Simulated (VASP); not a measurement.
# CdSe (Cadmoselite) (P6_3mc) in VASP: further runs, part 2 of 2

VASP 6.6.1. Earlier steps stand in the parts before.

### Step 3. Single point, PBEsol

INCAR reads:

```
SYSTEM = CdSe
  PREC = Accurate
  ENCUT = 520
  EDIFF = 1E-6
  ISMEAR = 0
  SIGMA = 0.01
  LREAL = .False.
  LASPH = .True.
  NELM = 60
  ALGO = Normal
  ISIF = 2
  LWAVE = .False.
  LCHARG = .False.
  GGA = PS
  NBANDS = 26
```

KPOINTS reads:

```
Automatic mesh
0
Gamma
  6 6 4
  0 0 0
```

POSCAR reads:

```
CdSe
1.0
    4.3000000000      0.0000000000      0.0000000000
   -2.1500000000      3.7239100000      0.0000000000
    0.0000000000      0.0000000000      7.0200000000
Cd Se
2 2
Direct
    0.3333333333      0.6666666667      0.0000000000
    0.6666666667      0.3333333333      0.5000000000
    0.3333333333      0.6666666667      0.3850000000
    0.6666666667      0.3333333333      0.8850000000
```

Potentials or basis: VASP PAW PBE potentials, release 64 (Cd, Se).

Started as:

```bash
> cat potpaw_PBE.64/Cd/POTCAR potpaw_PBE.64/Se/POTCAR > POTCAR
> mpirun -np 1 vasp_std > vasp.out
```

OUTCAR:

```text
SYSTEM = CdSe
   PREC = Accurate
   ENCUT = 520
   EDIFF = 1E-6
   ISMEAR = 0
   LREAL = .False.
   LASPH = .True.
   NELM = 60
   ISIF = 2
   GGA = PS

 ion  position               nearest neighbor table
   1  0.333  0.667  0.000-   4 2.61   4 2.61   4 2.61   3 2.70
   2  0.667  0.333  0.500-   3 2.61   3 2.61   3 2.61   4 2.70
   3  0.333  0.667  0.385-   2 2.61   2 2.61   2 2.61   1 2.70
   4  0.667  0.333  0.885-   1 2.61   1 2.61   1 2.61   2 2.70

  LATTYP: Found a hexagonal cell.
 ALAT       =     4.3000000000
 C/A-ratio  =     1.6325581395

  Lattice vectors:

 A1 = (   4.3000000000,   0.0000000000,   0.0000000000)
 A2 = (  -2.1500000000,   3.7239100000,   0.0000000000)
 A3 = (   0.0000000000,   0.0000000000,   7.0200000000)

Analysis of symmetry for initial positions (statically):
=====================================================================
 Subroutine PRICEL returns:
 Original cell was already a primitive cell.

 Routine SETGRP: Setting up the symmetry group for a
 hexagonal supercell.

 Subroutine GETGRP returns: Found 12 space group operations
 (whereof  6 operations were pure point group operations)
 out of a pool of 24 trial point group operations.

[... 166 lines left out ...]

 val. band max:        0.8082362254   @ k =   0.0000   0.0000   0.0000
 cond. band min:       1.3866434655   @ k =   0.0000   0.0000   0.0000
 fundamental gap:      0.5784072400
 Fermi energy:         0.8776301823

 k-point     1 :       0.0000    0.0000    0.0000
  band No.  band energies     occupation
      1     -11.8158      2.00000
      2     -11.4420      2.00000
      3      -7.1081      2.00000
      4      -7.1081      2.00000
      5      -7.0522      2.00000
      6      -7.0522      2.00000
[... 598 lines left out ...]
     25       9.4920      0.00000
     26       9.4922      0.00000

------------------------ aborting loop because EDIFF is reached ----------------------------------------

  FORCE on cell =-STRESS in cart. coord.  units (eV):
  Direction    XX          YY          ZZ          XY          YZ          ZX
  --------------------------------------------------------------------------------------
  -------------------------------------------------------------------------------------
  Total        0.8037753      0.8037756     -0.5459394      0.0000000      0.0000000      0.0000000
  in kB       11.4561976     11.4562023     -7.7812657      0.0000000      0.0000000      0.0000000
  external PRESSURE =       5.0437114 kB  Pullay stress =       0.0000000 kB

 VOLUME and BASIS-vectors are now :
 -----------------------------------------------------------------------------
  energy-cutoff  :      520.00
  volume of cell :      112.41
      direct lattice vectors                 reciprocal lattice vectors
     4.300000000  0.000000000  0.000000000     0.232558140  0.134267477  0.000000000
    -2.150000000  3.723910000  0.000000000     0.000000000  0.268534954  0.000000000
     0.000000000  0.000000000  7.020000000     0.000000000  0.000000000  0.142450142

 POSITION                                       TOTAL-FORCE (eV/Angst)
 -----------------------------------------------------------------------------------
     -0.00000      2.48261      0.00000        -0.000000      0.000000      0.275528
      2.15000      1.24130      3.51000         0.000000     -0.000000      0.275528
     -0.00000      2.48261      2.70270         0.000000     -0.000000     -0.275528
      2.15000      1.24130      6.21270        -0.000000      0.000000     -0.275528
 -----------------------------------------------------------------------------------
    total drift:                               -0.000000     -0.000000      0.000107

  FREE ENERGIE OF THE ION-ELECTRON SYSTEM (eV)
  ---------------------------------------------------
  free  energy   TOTEN  =       -12.3273094931 eV

  energy  without entropy=      -12.3273094931  energy(sigma->0) =      -12.32730949
```

OSZICAR:

```text
N       E                     dE             d eps       ncg     rms          rms(c)
DAV:   1     0.237206512546E+03    0.23721E+03   -0.16982E+04  1092   0.125E+03
DAV:   2    -0.982429958872E-01   -0.23730E+03   -0.22963E+03  1176   0.305E+02
DAV:   3    -0.129776781037E+02   -0.12879E+02   -0.12803E+02  1316   0.709E+01
DAV:   4    -0.130904742051E+02   -0.11280E+00   -0.11267E+00  1198   0.614E+00
DAV:   5    -0.130911163484E+02   -0.64214E-03   -0.64211E-03  1258   0.463E-01    0.850E+00
DAV:   6    -0.123684530127E+02    0.72266E+00   -0.13250E+00  1378   0.121E+01    0.678E+00
DAV:   7    -0.123312232983E+02    0.37230E-01   -0.48078E-01  1156   0.362E+00    0.282E+00
DAV:   8    -0.123277259725E+02    0.34973E-02   -0.53061E-02  1150   0.237E+00    0.357E-01
DAV:   9    -0.123272115145E+02    0.51446E-03   -0.70725E-03  1188   0.998E-01    0.107E-01
DAV:  10    -0.123272544671E+02   -0.42953E-04   -0.68164E-04  1182   0.277E-01    0.608E-02
DAV:  11    -0.123273195180E+02   -0.65051E-04   -0.18026E-04  1138   0.905E-02    0.280E-02
DAV:  12    -0.123273075983E+02    0.11920E-04   -0.48824E-05  1166   0.773E-02    0.912E-03
DAV:  13    -0.123273105197E+02   -0.29215E-05   -0.12841E-05  1126   0.154E-02    0.975E-03
DAV:  14    -0.123273094508E+02    0.10689E-05   -0.24196E-06   990   0.122E-02    0.393E-03
DAV:  15    -0.123273094931E+02   -0.42297E-07   -0.25918E-07   568   0.288E-03
   1 F= -.12327309E+02 E0= -.12327309E+02  d E =-.955820E-25
```

stdout:

```text
POSCAR found type information on POSCAR CdSe
 POSCAR found :  2 types and       4 ions
 scaLAPACK will be used
 -----------------------------------------------------------------------------
|                                                                             |
|                                                                             |
|     You enforced a specific xc type in the INCAR file but a different       |
|     I HOPE YOU KNOW WHAT YOU ARE DOING!                                     |
|                                                                             |
 -----------------------------------------------------------------------------

 LDA part: xc-table for (Slater+PW92), standard interpolation
 POSCAR, INCAR and KPOINTS ok, starting setup
 FFT: planning ... GRIDC
 FFT: planning ... GRID_SOFT
 FFT: planning ... GRID
 WAVECAR not read
 entering main loop
```

Run time: 29 s. Hardware: 1 thread of Intel Xeon Platinum 8559C (Emerald Rapids), shared host; peak memory 0.24 GiB.

What came out:

| Quantity | Value |
| --- | --- |
| Free energy | -12.3273 eV |
| Pressure | 0.5 GPa |
| Largest force | 0.276 eV/Å |
| Band gap on the k mesh | 0.58 eV, direct |

Forces on the atoms (eV/Å):
```
Cd   0.000  0.000  0.276
Cd   0.000  0.000  0.276
Se   0.000  0.000 -0.276
Se   0.000  0.000 -0.276
```

Levels at points of the mesh, in eV from the valence-band top:
| k point | band 16 | band 17 | band 18 | band 19 | band 20 | band 21 |
| --- | --- | --- | --- | --- | --- | --- |
| (0.00, 0.00, 0.00) | -0.01 | 0.00 | 0.00 | 0.58 | 2.01 | 5.79 |
| (0.50, 0.00, 0.00) | -1.88 | -1.27 | -0.84 | 3.14 | 3.20 | 4.70 |
| (0.00, 0.00, 0.50) | -0.38 | -0.38 | -0.38 | 2.24 | 2.24 | 5.72 |
| (0.50, 0.00, 0.50) | -1.40 | -1.31 | -1.31 | 2.88 | 2.88 | 4.69 |

Caveat: the PAW data sets were made with another functional, which shifts forces and pressure a little.

### Step 4. How close it comes

Step 2. Against the measured gap of CdSe, 1.841 eV (2 K; a printed reference work, data compilation), the calculated 0.58 eV is off by -1.26 eV. So large a miss can be the level of theory's own, or it may mean another phase, state or a wrong row. Spin-orbit coupling on Cd, Se is left out. The value is that of PBEsol, without temperature or zero-point motion. Semilocal functionals fall short of measured gaps as a rule.

Step 3. Measured gap of CdSe: 1.841 eV (2 K; a printed reference work, data compilation). This calculation gives 0.58 eV (-1.26 eV). So large a miss can be the level of theory's own, or it may mean another phase, state or a wrong row. Spin-orbit coupling on Cd, Se is left out. The value is that of PBEsol, without temperature or zero-point motion. Semilocal functionals fall short of measured gaps as a rule.
